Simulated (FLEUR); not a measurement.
# C (P6_3/mmc) in FLEUR: a series of runs

One crystal, C, is run at these levels: LDA exchange alone (X-alpha); tasks: band structure, equation of state.

The COD entry that gives the cell may itself be a prediction, so a difference from it is no test against experiment.

Program: FLEUR MaX-R8.1 (later development tree). These are calculated values, not measurements. Logs are shortened: lines on timing, memory, paths and dates and some standing lists are left out, and cuts for length are marked.

**1. The structure**

Symmetry: P6_3/mmc, No. 194, hexagonal system. The conventional cell has a = 2.522 Å, b = 2.522 Å, c = 12.356 Å, α = 90.00°, β = 90.00°, γ = 120.00°. Around C (site symmetry 3m) lie 4 C at 1.54 Å. Around C (site symmetry 3m) lie 4 C at 1.54 Å. Around C (site symmetry 3m) lie 4 C at 1.54 Å.

This is a hexagonal form of diamond, not graphite.

**2. Band structure, LDA exchange alone (X-alpha)**

File inp.xml:

```xml
<?xml version="1.0" encoding="UTF-8" standalone="no"?>
<fleurInput fleurInputVersion="0.39">
   <comment>
      C                                                                                                   
   </comment>
   <calculationSetup>
      <cutoffs Kmax="5.33" Gmax="16.5" GmaxXC="16.5" numbands="0"/>
      <scfLoop itmax="60" minDistance="0.00001" maxIterBroyd="15" imix="Anderson" alpha="0.05" precondParam="0.0" spinf="2.0" sdNocoIR="T"/>
      <coreElectrons ctail="T" frcor="F" kcrel="0" coretail_lmax="0"/>
      <xcFunctional name="x-a" relativisticCorrections="F"/>
      <magnetism jspins="1"/>
      <soc l_soc="F" theta="0.0" phi="0.0" spav="F"/>
      <expertModes spex="0" secvar="F"/>
      <geometryOptimization l_f="F" forcealpha="1.0" forcemix="BFGS" epsdisp="0.00001" epsforce="0.00001"/>
      <ldaU l_linMix="F" mixParam="0.05" spinf="1.0"/>
   </calculationSetup>
   <cell>
      <bzIntegration valenceElectrons="48.0" mode="hist" fermiSmearingEnergy="0.00183747">
         <kPointListSelection listName="default-1"/>
         <!-- k-points included here -->
         <xi:include xmlns:xi="http://www.w3.org/2001/XInclude" href="kpts.xml"> </xi:include>
      </bzIntegration>
      <!-- symmetry operations included here -->
[... 33 lines left out ...]
      <atomGroup species="Carbon (C)">
         <relPos label="                   5">-1.000/3.000 1.000/3.000 .4791700000</relPos>
         <relPos label="                   6">1.000/3.000 -1.000/3.000 -.0208300000</relPos>
         <relPos label="                   7">-1.000/3.000 1.000/3.000 .0208300000</relPos>
         <relPos label="                   8">1.000/3.000 -1.000/3.000 -.4791700000</relPos>
         <force calculate="T" relaxXYZ="TTT"/>
      </atomGroup>
      <atomGroup species="Carbon (C)">
         <relPos label="                   9">.0000000000 .0000000000 -3.000/16.000</relPos>
         <relPos label="                  10">.0000000000 .0000000000 5.000/16.000</relPos>
         <relPos label="                  11">.0000000000 .0000000000 -5.000/16.000</relPos>
         <relPos label="                  12">.0000000000 .0000000000 3.000/16.000</relPos>
         <force calculate="T" relaxXYZ="TTT"/>
      </atomGroup>
   </atomGroups>
   <output dos="F" band="F" slice="F">
      <checks vchk="F" cdinf="F"/>
      <bandDOS minEnergy="-.5*Htr" maxEnergy="0.5*Htr" sigma="0.015" storeEVData="T"/>
      <vacuumDOS vacdos="F" integ="F" star="F" nstars="0" locx1="0.0" locy1="0.0" locx2="0.0" locy2="0.0" nstm="0" tworkf="0.0"/>
      <unfoldingBand unfoldBand="F" supercellX="1" supercellY="1" supercellZ="1"/>
      <plotting iplot="0" polar="F">
         <plot TwoD="T" vec1="  1.0  0.0  0.0" vec2="  0.0  1.0  0.0" vec3="  0.0  0.0  1.0" zero="  0.0  0.0  0.0" file="plot"/>
      </plotting>
      <chargeDensitySlicing numkpt="0" minEigenval="0.0" maxEigenval="0.0" nnne="0" pallst="F"/>
      <specialOutput eonly="F"/>
      <moessbauerParams electricFieldGradient="T" isomerShift="T" coreHyperfine="T" valenceHyperfine="T"/>
      <magneticCircularDichroism mcd="F" energyLo="-10.0" energyUp="0.0"/>
   </output>
  <!-- We include the file relax.xml here to enable relaxations (see documentation) -->
  <xi:include xmlns:xi="http://www.w3.org/2001/XInclude" href="relax.xml"> <xi:fallback/> </xi:include>
</fleurInput>
```

File crystal.txt:

```
C
&input cartesian=F /
2.5221000000  0.0000000000  0.0000000000
-1.2610500000  2.1842026709  0.0000000000
0.0000000000  0.0000000000  12.3557000000
1.8897261246
1.0 1.0 1.0

12
6 0.6666666667  0.3333333333  0.3541700000
6 0.3333333333  0.6666666667  0.8541700000
6 0.6666666667  0.3333333333  0.1458300000
6 0.3333333333  0.6666666667  0.6458300000
6 0.6666666667  0.3333333333  0.4791700000
6 0.3333333333  0.6666666667  0.9791700000
6 0.6666666667  0.3333333333  0.0208300000
6 0.3333333333  0.6666666667  0.5208300000
6 0.0000000000  0.0000000000  0.8125000000
6 0.0000000000  0.0000000000  0.3125000000
6 0.0000000000  0.0000000000  0.6875000000
6 0.0000000000  0.0000000000  0.1875000000

&kpt div1=12 div2=12 div3=3 gamma=T /
```

File inp.xml (bands):

```
<?xml version="1.0" encoding="UTF-8" standalone="no"?>
<fleurInput fleurInputVersion="0.39">
   <comment>
      C                                                                                                   
   </comment>
   <calculationSetup>
      <cutoffs Kmax="5.33" Gmax="16.5" GmaxXC="16.5" numbands="0"/>
      <scfLoop itmax="60" minDistance="0.00001" maxIterBroyd="15" imix="Anderson" alpha="0.05" precondParam="0.0" spinf="2.0" sdNocoIR="T"/>
      <coreElectrons ctail="T" frcor="F" kcrel="0" coretail_lmax="0"/>
      <xcFunctional name="x-a" relativisticCorrections="F"/>
      <magnetism jspins="1"/>
      <soc l_soc="F" theta="0.0" phi="0.0" spav="F"/>
      <expertModes spex="0" secvar="F"/>
      <geometryOptimization l_f="F" forcealpha="1.0" forcemix="BFGS" epsdisp="0.00001" epsforce="0.00001"/>
      <ldaU l_linMix="F" mixParam="0.05" spinf="1.0"/>
   </calculationSetup>
   <cell>
      <bzIntegration valenceElectrons="48.0" mode="hist" fermiSmearingEnergy="0.00183747">
         <kPointListSelection listName="path-1"/>
         <!-- k-points included here -->
         <xi:include xmlns:xi="http://www.w3.org/2001/XInclude" href="kpts.xml"> </xi:include>
      </bzIntegration>
[... 33 lines left out ...]
      </atomGroup>
      <atomGroup species="Carbon (C)">
         <relPos label="                   5">-1.000/3.000 1.000/3.000 .4791700000</relPos>
         <relPos label="                   6">1.000/3.000 -1.000/3.000 -.0208300000</relPos>
         <relPos label="                   7">-1.000/3.000 1.000/3.000 .0208300000</relPos>
         <relPos label="                   8">1.000/3.000 -1.000/3.000 -.4791700000</relPos>
         <force calculate="T" relaxXYZ="TTT"/>
      </atomGroup>
      <atomGroup species="Carbon (C)">
         <relPos label="                   9">.0000000000 .0000000000 -3.000/16.000</relPos>
         <relPos label="                  10">.0000000000 .0000000000 5.000/16.000</relPos>
         <relPos label="                  11">.0000000000 .0000000000 -5.000/16.000</relPos>
         <relPos label="                  12">.0000000000 .0000000000 3.000/16.000</relPos>
         <force calculate="T" relaxXYZ="TTT"/>
      </atomGroup>
   </atomGroups>
   <output dos="F" band="T" slice="F">
      <checks vchk="F" cdinf="F"/>
      <bandDOS minEnergy="-.5*Htr" maxEnergy="0.5*Htr" sigma="0.015" storeEVData="T"/>
      <vacuumDOS vacdos="F" integ="F" star="F" nstars="0" locx1="0.0" locy1="0.0" locx2="0.0" locy2="0.0" nstm="0" tworkf="0.0"/>
      <unfoldingBand unfoldBand="F" supercellX="1" supercellY="1" supercellZ="1"/>
      <plotting iplot="0" polar="F">
         <plot TwoD="T" vec1="  1.0  0.0  0.0" vec2="  0.0  1.0  0.0" vec3="  0.0  0.0  1.0" zero="  0.0  0.0  0.0" file="plot"/>
      </plotting>
      <chargeDensitySlicing numkpt="0" minEigenval="0.0" maxEigenval="0.0" nnne="0" pallst="F"/>
      <specialOutput eonly="F"/>
      <moessbauerParams electricFieldGradient="T" isomerShift="T" coreHyperfine="T" valenceHyperfine="T"/>
      <magneticCircularDichroism mcd="F" energyLo="-10.0" energyUp="0.0"/>
   </output>
  <!-- We include the file relax.xml here to enable relaxations (see documentation) -->
  <xi:include xmlns:xi="http://www.w3.org/2001/XInclude" href="relax.xml"> <xi:fallback/> </xi:include>
</fleurInput>
```

Potentials or basis: all-electron, FLAPW.

Started as:

```console
$ inpgen -f crystal.txt -profile fastHighL
$ # inp.xml edited to the form shown
$ fleur_MPI
$ fleur_MPI   # second run, on inp.xml (bands)
```

Output:

```text
Welcome to FLEUR        (www.flapw.de)
      MaX-Release 8.1          (www.max-centre.eu)

 ========== k-point set info ==========
 Selected k-point list: default-1
 k-point list type: mesh
 12 x 12 x 3
 Number of k points: 38

 ------------Calculation Setup---------------------------
 Number of MPI-tasks      :            1
 Number of PE/node        :            1
 Number of OMP-threads    :            1
 Most efficient MPI parallelization for:
           1           2          19          38
 Additional eigenvalue parallelization possible
 Number of basis functions:         1371
 Approximate size of matrices (H+S) per k-point:         0.028 GB
 --------------------------------------------------------
 Iteration:     1   Distance:      26.95366983 me/bohr^3
 Iteration:     2   Distance:      25.35720007 me/bohr^3
 Iteration:     3   Distance:       4.29445835 me/bohr^3
 Iteration:     4   Distance:       2.07309005 me/bohr^3
 Iteration:     5   Distance:       0.32172840 me/bohr^3
 Iteration:     6   Distance:       0.16538274 me/bohr^3
 Iteration:     7   Distance:       0.15282592 me/bohr^3
 Iteration:     8   Distance:       0.03489386 me/bohr^3
 Iteration:     9   Distance:       0.00422689 me/bohr^3
 Iteration:    10   Distance:       0.00567385 me/bohr^3
 Iteration:    11   Distance:       0.00156895 me/bohr^3
 Iteration:    12   Distance:       0.00003491 me/bohr^3
 Iteration:    13   Distance:       0.00002798 me/bohr^3
 Iteration:    14   Distance:       0.00000297 me/bohr^3

 ********************************************************************
 Run finished successfully
 Stop message:
   all done
 ********************************************************************
```

output (bands):

```text
Welcome to FLEUR        (www.flapw.de)
      MaX-Release 8.1          (www.max-centre.eu)

 ========== k-point set info ==========
 Selected k-point list: path-1
 k-point list type: path
 Number of k points: 60

 ------------Calculation Setup---------------------------
 Number of MPI-tasks      :            1
 Number of PE/node        :            1
 Number of OMP-threads    :            1
 Most efficient MPI parallelization for:
           1           2           3           4           5           6          10          12          15          20          30          60
 Additional eigenvalue parallelization possible
 Number of basis functions:         1367
 Approximate size of matrices (H+S) per k-point:         0.028 GB
 --------------------------------------------------------
 Fermi energy correction for insulators:
 No automatic correction of the Fermi energy has been performed.

 Note: Band structure data (together with different weights) is also stored in the banddos.hdf file.
       A convenient way of extracting and plotting the data from that file is by making use of the

 ********************************************************************
 Run finished successfully
 Stop message:
   Charge density postprocessing done.
 ********************************************************************
```

out.xml (last iteration):

```text
<iteration numberForCurrentRun="   14" overallNumber="   14">
         <energyParameters units="Htr">
            <atomicEP atomType="1" spin="1" branch="2s" branchLowest="-9.13" branchHighest="2.83" value="-0.2023466575"/>
            <atomicEP atomType="1" spin="1" branch="2p" branchLowest="-9.99" branchHighest="2.37" value="-0.0065620553"/>
            <atomicEP atomType="1" spin="1" branch="3d" branchLowest="-9.99" branchHighest="6.99" value="0.1976886578"/>
            <atomicEP atomType="1" spin="1" branch="4f" branchLowest="-9.99" branchHighest="11.68" value="0.3575046582"/>
            <loAtomicEP atomType="1" spin="1" branch="2s" branchLowest="-9.13" branchHighest="2.83" value="-0.2023466575"/>
            <loAtomicEP atomType="1" spin="1" branch="2p" branchLowest="-9.99" branchHighest="2.37" value="-0.0065754838"/>
            <loAtomicEP atomType="1" spin="1" branch="3d" branchLowest="-9.99" branchHighest="6.99" value="0.1976902144"/>
            <atomicEP atomType="2" spin="1" branch="2s" branchLowest="-9.13" branchHighest="2.83" value="-0.2013756021"/>
            <atomicEP atomType="2" spin="1" branch="2p" branchLowest="-9.99" branchHighest="2.37" value="-0.0055918773"/>
            <atomicEP atomType="2" spin="1" branch="3d" branchLowest="-9.99" branchHighest="6.99" value="0.1986581126"/>
            <atomicEP atomType="2" spin="1" branch="4f" branchLowest="-9.99" branchHighest="11.68" value="0.3584740946"/>
            <loAtomicEP atomType="2" spin="1" branch="2s" branchLowest="-9.13" branchHighest="2.83" value="-0.2013756021"/>
            <loAtomicEP atomType="2" spin="1" branch="2p" branchLowest="-9.99" branchHighest="2.37" value="-0.0056052953"/>
            <loAtomicEP atomType="2" spin="1" branch="3d" branchLowest="-9.99" branchHighest="6.99" value="0.1986596647"/>
            <atomicEP atomType="3" spin="1" branch="2s" branchLowest="-9.13" branchHighest="2.83" value="-0.2028781286"/>
            <atomicEP atomType="3" spin="1" branch="2p" branchLowest="-9.99" branchHighest="2.37" value="-0.0071032662"/>
            <atomicEP atomType="3" spin="1" branch="3d" branchLowest="-9.99" branchHighest="6.99" value="0.1971401257"/>
            <atomicEP atomType="3" spin="1" branch="4f" branchLowest="-9.99" branchHighest="11.68" value="0.3569560439"/>
            <loAtomicEP atomType="3" spin="1" branch="2s" branchLowest="-9.13" branchHighest="2.83" value="-0.2028781286"/>
            <loAtomicEP atomType="3" spin="1" branch="2p" branchLowest="-9.99" branchHighest="2.37" value="-0.0071166947"/>
            <loAtomicEP atomType="3" spin="1" branch="3d" branchLowest="-9.99" branchHighest="6.99" value="0.1971416848"/>
         </energyParameters>
         <eigenvalues>
            <eigenvaluesAt spin="1" ikpt="1" k_x="0.00000000" k_y="0.00000000" k_z="0.00000000">
                      -0.2784292695       -0.2510136837       -0.2493514673       -0.1674960859       -0.1666614415
                      -0.0618609515        0.0135417717        0.1637843370        0.1654015204        0.3694838034
                       0.3723019805        0.4025227785        0.4025227785        0.4189010983        0.4189010984
[... 60 lines left out ...]
            <totalCharge value="71.9999999786"/>
         </allElectronCharges>
         <moessbauerParams unitsHFF="kG" unitsIS="e/bohr^3" unitsEFG="Htr/bohr^2">
            <coreIsomerShift atomType="1" isTotal="121.51605">
               <shell n="1" l="0" isomerShift="121.51605"/>
            </coreIsomerShift>
            <coreIsomerShift atomType="2" isTotal="121.51670">
               <shell n="1" l="0" isomerShift="121.51670"/>
            </coreIsomerShift>
            <coreIsomerShift atomType="3" isTotal="121.51543">
               <shell n="1" l="0" isomerShift="121.51543"/>
            </coreIsomerShift>
            <isomerShift atomType="1" nucleusRadius="0.0000541" averageDensity="125.90699"/>
            <isomerShift atomType="2" nucleusRadius="0.0000541" averageDensity="125.90114"/>
            <isomerShift atomType="3" nucleusRadius="0.0000541" averageDensity="125.90933"/>
            <electricFieldGradient atomType="1" VXX="0.00171" VYY="0.00171" VZZ="-0.00343" asymParam="0.00000">
            </electricFieldGradient>
            <electricFieldGradient atomType="2" VXX="-0.00074" VYY="-0.00074" VZZ="0.00148" asymParam="0.00000">
            </electricFieldGradient>
            <electricFieldGradient atomType="3" VXX="-0.00613" VYY="-0.00613" VZZ="0.01226" asymParam="0.00000">
            </electricFieldGradient>
         </moessbauerParams>
         <totalEnergy                                    value="     -448.9457868387" units="Htr">
            <sumOfEigenvalues                            value="     -210.5004365930">
               <coreElectrons value="-219.1064479050"/>
               <valenceElectrons value="8.6060113119"/>
            </sumOfEigenvalues>
            <densityCoulombPotentialIntegral value="-584.7099569470"/>
            <densityEffectivePotentialIntegral value="-660.1486883332"/>
            <chargeDenXCDenIntegral value="-56.5790485403"/>
            <FockExchangeEnergyValence value="0.0000000000"/>
            <FockExchangeEnergyCore value="0.0000000000"/>
            <atomTypeDependentContributions atomType="1">
               <electronNucleiInteractionDifferentMTs value="165.6693557422"/>
               <MadelungTerm value="-17.5482335126"/>
            </atomTypeDependentContributions>
            <atomTypeDependentContributions atomType="2">
               <electronNucleiInteractionDifferentMTs value="165.6665744167"/>
               <MadelungTerm value="-17.5598303428"/>
            </atomTypeDependentContributions>
            <atomTypeDependentContributions atomType="3">
               <electronNucleiInteractionDifferentMTs value="165.6796938140"/>
               <MadelungTerm value="-17.5363237367"/>
            </atomTypeDependentContributions>
            <tkbTimesEntropy value="0.0000000000"/>
            <freeEnergy value="-448.9457868387"/>
            <extrapolationTo0K value="-448.9457868387"/>
         </totalEnergy>
         <densityConvergence units="me/bohr^3">
            <chargeDensity spin="1" distance="0.0000029677"/>
         </densityConvergence>
      </iteration>
```

Run time: 9.1 min. Hardware: 1 thread of Arm Neoverse V1, shared host; peak memory 0.14 GiB.

Results:

| Item | Value |
| --- | --- |
| Free energy | -12216.4372 eV |
| Band gap on the k mesh | 4.25 eV, indirect (least direct gap 5.21 eV) |
| Band gap along the path | 4.23 eV, indirect (least direct gap 5.21 eV) |
| Valence electrons inside the program's atomic spheres | C 2.09 (radii C 1.35 bohr) |

Levels at the corners of the path, in eV from the valence-band top:
```
point  band 21  band 22  band 23  band 24  band 25  band 26  band 27  band 28
    Γ    -0.99    -0.15     0.00     0.00     5.21     5.21     5.57     6.27
    M    -4.08    -4.07    -3.65    -2.89     4.37     4.94     5.09     5.45
    K    -6.10    -4.81    -4.56    -4.56     5.35     5.35     6.09     8.48
    Γ    -0.99    -0.15     0.00     0.00     5.21     5.21     5.57     6.27
    A    -0.33    -0.33    -0.33    -0.33     5.60     5.60     5.60     5.60
    L    -3.77    -3.77    -3.25    -3.25     4.53     4.53     5.75     5.75
    H    -5.35    -5.35    -4.79    -4.79     5.56     5.56     6.94     6.94
    A    -0.33    -0.33    -0.33    -0.33     5.60     5.60     5.60     5.60
    L    -3.77    -3.77    -3.25    -3.25     4.53     4.53     5.75     5.75
    M    -4.08    -4.07    -3.65    -2.89     4.37     4.94     5.09     5.45
    K    -6.10    -4.81    -4.56    -4.56     5.35     5.35     6.09     8.48
    H    -5.35    -5.35    -4.79    -4.79     5.56     5.56     6.94     6.94
```

Core levels (eV from the Fermi level):
| atom | levels |
| --- | --- |
| 1 C | 1s1/2 -262.3 |
| 2 C | 1s1/2 -262.3 |
| 3 C | 1s1/2 -262.3 |
| 4 C | 1s1/2 -262.3 |
| 5 C | 1s1/2 -262.3 |
| 6 C | 1s1/2 -262.3 |

**3. Equation of state, LDA exchange alone (X-alpha), 5.33 Å³/atom (volume scaled by 0.94)**

Changes to inp.xml since step 2:

```diff
@@ -6,3 +6,3 @@
    <calculationSetup>
-      <cutoffs Kmax="5.33" Gmax="16.5" GmaxXC="16.5" numbands="0"/>
+      <cutoffs Kmax="5.5" Gmax="17.0" GmaxXC="17.0" numbands="0"/>
       <scfLoop itmax="60" minDistance="0.00001" maxIterBroyd="15" imix="Anderson" alpha="0.05" precondParam="0.0" spinf="2.0" sdNocoIR="T"/>
@@ -24,3 +24,3 @@
       <xi:include xmlns:xi="http://www.w3.org/2001/XInclude" href="sym.xml"> </xi:include>
-      <bulkLattice scale="1.0">
+      <bulkLattice scale="0.9795861087">
          <bravaisMatrix>
@@ -34,3 +34,3 @@
       <species name="Carbon (C)" element="C" atomicNumber="6">
-         <mtSphere radius="1.35" gridPoints="447" logIncrement="0.023"/>
+         <mtSphere radius="1.31" gridPoints="447" logIncrement="0.023"/>
          <atomicCutoffs lmax="8" lnonsphr="6"/>
```

Potentials or basis: all-electron, FLAPW.

Started as:

```console
$ inpgen -f crystal.txt -profile fastHighL
$ # inp.xml edited to the form shown
$ fleur_MPI
```

It took 8.3 min on 1 thread of Arm Neoverse V1, shared host; peak memory 0.14 GiB.

The run converged. Its results:

- Free energy: -12215.9026 eV
- Band gap on the k mesh: 4.41 eV, indirect (least direct gap 5.35 eV)
- Valence electrons inside the program's atomic spheres: C 2.01 (radii C 1.31 bohr)

Caveat: an odd mesh through Γ misses points on the zone boundary, where band edges often lie.

**4. Equation of state, LDA exchange alone (X-alpha), 5.45 Å³/atom (volume scaled by 0.96)**

Changes to inp.xml since step 3:

```diff
@@ -24,3 +24,3 @@
       <xi:include xmlns:xi="http://www.w3.org/2001/XInclude" href="sym.xml"> </xi:include>
-      <bulkLattice scale="0.9795861087">
+      <bulkLattice scale="0.9864848297">
          <bravaisMatrix>
```

Started as:

```console
$ inpgen -f crystal.txt -profile fastHighL
$ # inp.xml edited to the form shown
$ fleur_MPI
```

It took 9.5 min on 1 thread of Arm Neoverse V1, shared host; peak memory 0.15 GiB.

The run converged. Its results:

```
Free energy                                           : -12216.1711 eV
Band gap on the k mesh                                : 4.36 eV, indirect (least direct gap 5.30 eV)
Valence electrons inside the program's atomic spheres : C 1.99 (radii C 1.31 bohr)
```

Caveat: an odd mesh through Γ misses points on the zone boundary, where band edges often lie.

(Part 1 of 2 ends here.)
